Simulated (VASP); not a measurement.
A run of VASP 6.6.1 is set up as follows.

The input POSCAR:

```
CaSe
1.0
    0.0000000000      3.1700240214      3.4495094536
    3.1700240214      0.0000000000      3.4495094536
    3.1700240214      3.1700240214      0.0000000000
Ca Se
1 1
Direct
    0.0000000000      0.0000000000      0.0000000000
    0.2500000000      0.2500000000      0.2500000000
```

INCAR.step1

```
SYSTEM = CaSe
PREC = Accurate
ENCUT = 520
EDIFF = 1E-5
ISMEAR = 0
SIGMA = 0.01
LREAL = .False.
LASPH = .True.
NELM = 100
ALGO = Normal
ISIF = 2
LWAVE = .True.
LCHARG = .False.
NBANDS = 15
GGA = PE
```

Contents of INCAR.step2:

```
SYSTEM = CaSe
PREC = Accurate
ENCUT = 520
EDIFF = 1E-6
ISMEAR = 0
SIGMA = 0.01
LREAL = .False.
LASPH = .True.
NELM = 100
ALGO = Normal
ISIF = 2
LWAVE = .False.
LCHARG = .False.
GGA = PE
LHFCALC = .True.
HFSCREEN = 0.2079
PRECFOCK = Normal
NBANDS = 15
ISTART = 1
```

Contents of KPOINTS:

```
Automatic mesh
0
Gamma
  4 4 4
  0 0 0
```

Potentials or basis: VASP PAW PBE potentials, release 64 (Ca_sv, Se).

The run is started by

```sh
$ cat potpaw_PBE.64/Ca_sv/POTCAR potpaw_PBE.64/Se/POTCAR > POTCAR
$ cp INCAR.step1 INCAR
$ mpirun -np 1 vasp_std > vasp.out
$ cp INCAR.step2 INCAR
$ mpirun -np 1 vasp_std > vasp.out
```

Q: Predict the pressure.

A: 0.8 GPa.

Q: What does it give for the band gap on the k mesh?

A: 3.98 eV, indirect (least direct gap 4.15 eV).

Stress tensor (GPa, compression positive):
```
1.03 0.00 0.00
0.00 1.03 0.00
0.00 0.00 0.34
```

Caveat: the PAW data sets were made with another functional, which shifts forces and pressure a little. A k mesh can miss the band edges.
